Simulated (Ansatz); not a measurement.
# A C vacancy in 4H-SiC, 95 atoms, charge 0

These are results of DFT, PBEsol, PAW, plane waves in Ansatz, not measurements.

Command:

```sh
ansatz run in.yaml --threads 32 --pin off --max-ram 171000MiB --runs-dir r --events-out ev --progress --plain --backend cuda --devices 0,
```

The input less its lattice and atoms:

```yaml
crystal:
  symmetry: { detect: false }
kpoints:
  mp_grid: { grid: [1, 1, 1], shift: [0.25, 0.25, 0.25] }
hamiltonian:
  xc: pbesol
scf:
  occupations: { method: fermi_dirac, width: 0.01 }
relax:
  f_tol: 0.03
  max_steps: 80
  escape_saddle: false
  adjacent_minimum: "off"
output:
  forces: true
  eigenvalues: true
  populations: true
```

Start:

```xyz
95
Lattice="9.2342 0.0000 0.0000 0.0000 10.6627 0.0000 0.0000 0.0000 10.0759" Properties=species:S:1:pos:R:3 pbc="T T T"
Si    0.0013    0.0078    5.0449
Si    3.0535    0.0002    5.0563
Si    1.5212    2.6927    5.0514
Si    9.2113    5.3498    5.0412
Si    6.1462    0.0254    5.0131
Si    4.6222    2.6466    5.0337
Si    3.0646    5.3487    5.0042
Si    1.5344    7.9961    5.0669
Si    7.6947    2.6544    5.0436
Si    6.1524    5.3177    5.0578
Si    4.6288    7.9791    5.0387
Si    7.6659    8.0114    5.0554
Si    9.2261    1.8016    2.5045
Si    3.0941    1.7440    2.4997
Si    1.5602    4.4435    2.5393
Si    9.2128    7.1226    2.5344
Si    6.1740    1.7371    2.5449
Si    4.6600    4.4445    2.5339
Si    3.0647    7.1132    2.5516
Si    1.5347    9.7866    2.5249
Si    7.7093    4.4463    2.5185
Si    6.1552    7.1562    2.4999
Si    4.5987    9.7531    2.5066
Si    7.6710    9.7520    2.5543
Si    1.5429    0.8760    7.5481
Si    9.2303    3.5944    7.5493
Si    4.6113    0.8858    7.5243
Si    3.0847    3.5380    7.5334
Si    1.5492    6.2297    7.5468
Si    9.2290    8.8717    7.5501
Si    7.7273    0.8907    7.5316
Si    6.1932    3.5892    7.5426
Si    4.6245    6.2066    7.5667
Si    3.0763    8.8961    7.5301
Si    7.6731    6.2603    7.5659
Si    6.1603    8.8701    7.5586
Si    9.2217   10.6340    0.0264
Si    3.1046    0.0020   10.0683
Si    1.5673    2.6451   10.0596
Si    0.0282    5.3417   10.0656
Si    6.1378   10.6476    0.0056
Si    4.6221    2.6312   10.0657
Si    3.0827    5.3262   10.0688
Si    1.5329    8.0050   10.0412
Si    7.6752    2.6435   10.0720
Si    6.1669    5.3409    0.0144
Si    4.6568    7.9817    0.0223
Si    7.7120    8.0207   10.0437
C     0.0396    0.0437    1.9061
C     3.0925    0.0153    1.9048
C     1.5526    2.6773    1.9019
C     9.2265    5.3501    1.8793
C     6.2210    0.0031    1.8494
C     4.6333    2.6482    1.8758
C     3.0717    5.3169    1.8677
C     1.5219    8.0154    1.8744
C     7.7209    2.6931    1.8427
C     6.1637    5.3270    1.9060
C     4.5878    8.0158    1.8630
C     7.6459    8.0215    1.9094
C     0.0062   10.6550    6.9611
C     3.0692    0.0020    6.9391
C     1.5563    2.6427    6.9251
C     0.0085    5.2839    6.9250
C     6.1193    0.0117    6.9201
C     4.6296    2.6569    6.9381
C     3.0843    5.3508    6.9088
C     1.5150    8.0237    6.9476
C     7.6992    2.6427    6.9306
C     6.1955    5.3258    6.9198
C     4.6353    8.0007    6.9404
C     7.7072    7.9737    6.9373
C     9.2094    1.7894    4.3955
C     3.0635    1.7930    4.4438
C     1.5284    4.4362    4.4234
C     0.0038    7.1402    4.4542
C     6.1421    1.7640    4.4150
C     3.0776    7.1417    4.4093
C     1.5270    9.7879    4.4075
C     7.6828    4.4673    4.4289
C     6.1404    7.1158    4.4218
C     4.6003    9.7788    4.4184
C     7.7069    9.7673    4.4448
C     1.5349    0.8976    9.4120
C     9.2002    3.5655    9.4366
C     4.6006    0.8766    9.4572
C     3.0804    3.5543    9.4554
C     1.5435    6.2357    9.4737
C     9.2300    8.8852    9.4529
C     7.6734    0.8660    9.4741
C     6.1717    3.5537    9.4512
C     4.5901    6.2185    9.4546
C     3.0810    8.9050    9.4486
C     7.6740    6.1788    9.4670
C     6.1727    8.8974    9.4584
```

Steps:

| step | energy less the first (eV) | largest force component (eV/Å) |
| --- | --- | --- |
| start | 0.000 | 2.010 |
| 1 | -1.135 | 1.125 |
| 2 | -1.545 | 0.758 |
| 3 | -1.738 | 0.581 |
| 4 | -1.761 | 1.119 |
| 5 | -1.916 | 0.390 |
| 6 | -1.958 | 0.208 |
| 7 | -1.967 | 0.073 |
| 8 | -1.969 | 0.028 |

End:

```xyz
95
Lattice="9.2342 0.0000 0.0000 0.0000 10.6627 0.0000 0.0000 0.0000 10.0759" Properties=species:S:1:pos:R:3 pbc="T T T"
Si    0.0019    0.0255    5.0303
Si    3.0735    0.0075    5.0199
Si    1.5565    2.6844    5.0342
Si    9.2340    5.3487    5.0639
Si    6.1621    0.0111    5.0196
Si    4.6154    2.7117    4.8310
Si    3.2086    5.4372    5.1255
Si    1.5313    8.0116    5.0507
Si    7.6810    2.6836    5.0327
Si    6.0217    5.4369    5.1294
Si    4.6192    8.0431    5.0452
Si    7.7046    8.0146    5.0512
Si    9.2341    1.7730    2.5118
Si    3.0637    1.7352    2.4750
Si    1.5543    4.4273    2.5531
Si    0.0002    7.0901    2.5332
Si    6.1685    1.7370    2.4744
Si    4.6148    4.2502    2.5747
Si    3.0900    7.0868    2.5372
Si    1.5369    9.7546    2.5126
Si    7.6781    4.4258    2.5533
Si    6.1449    7.0864    2.5387
Si    4.6169    9.7636    2.5096
Si    7.6972    9.7554    2.5127
Si    1.5391    0.9026    7.5482
Si    9.2338    3.5633    7.5578
Si    4.6171    0.9204    7.4812
Si    3.0814    3.5756    7.5377
Si    1.5324    6.2346    7.5912
Si    0.0002    8.9019    7.5660
Si    7.6953    0.9026    7.5474
Si    6.1527    3.5764    7.5378
Si    4.6176    6.2445    7.6092
Si    3.0785    8.9011    7.5588
Si    7.7026    6.2368    7.5947
Si    6.1559    8.9017    7.5588
Si    9.2341   10.6607   10.0721
Si    3.0804   10.6575   10.0466
Si    1.5398    2.6643   10.0655
Si    0.0001    5.3193    0.0334
Si    6.1535   10.6579   10.0466
Si    4.6163    2.6358   10.0255
Si    3.0930    5.3112    0.0340
Si    1.5400    7.9907    0.0139
Si    7.6937    2.6640   10.0653
Si    6.1401    5.3112    0.0355
Si    4.6171    7.9990    0.0138
Si    7.6947    7.9912    0.0145
C     0.0003   10.6518    1.8842
C     3.0741   10.6300    1.8611
C     1.5389    2.6582    1.8776
C     0.0001    5.3044    1.9276
C     6.1606   10.6305    1.8611
C     4.6161    2.5619    1.8006
C     3.1088    5.2845    1.9493
C     1.5433    7.9715    1.8995
C     7.6955    2.6577    1.8770
C     6.1248    5.2836    1.9521
C     4.6179    7.9833    1.8978
C     7.6927    7.9711    1.9006
C     9.2341    0.0140    6.9209
C     3.0727    0.0147    6.9038
C     1.5416    2.6788    6.9211
C     9.2334    5.3457    6.9483
C     6.1603    0.0153    6.9034
C     4.6160    2.7374    6.8050
C     3.0753    5.3690    6.9885
C     1.5357    8.0098    6.9405
C     7.6909    2.6789    6.9204
C     6.1621    5.3712    6.9928
C     4.6169    8.0137    6.9361
C     7.6980    8.0107    6.9412
C     0.0019    1.8123    4.4084
C     3.0591    1.7679    4.3687
C     1.6238    4.4740    4.4493
C     0.0008    7.1134    4.4271
C     6.1740    1.7727    4.3669
C     3.0826    7.1636    4.4244
C     1.5324    9.7843    4.4066
C     7.6149    4.4655    4.4440
C     6.1560    7.1648    4.4257
C     4.6185    9.8015    4.4036
C     7.7045    9.7886    4.4070
C     1.5378    0.8866    9.4417
C     9.2338    3.5534    9.4503
C     4.6169    0.8781    9.3811
C     3.0837    3.5474    9.4362
C     1.5415    6.2092    9.4919
C     0.0001    8.8807    9.4605
C     7.6965    0.8865    9.4412
C     6.1498    3.5471    9.4369
C     4.6169    6.2221    9.4937
C     3.0766    8.8778    9.4501
C     7.6936    6.2104    9.4947
C     6.1578    8.8783    9.4505
```

The calculation finished and met its thresholds.

Time: 11 s of wall time on one NVIDIA GB300 with 32 processor threads, on a host shared with other runs; peak host memory 2 GiB.

(1) How much energy did the relaxation gain, and which atom moved most?

The one k point has no symmetry partners, which can distort the end along one axis.

Results:

(1) 1.97 eV in 8 steps, from a start with small random displacements; atom 6 (Si) moved 0.21 Å, the median atom 0.04 Å (drift of the whole cell removed).
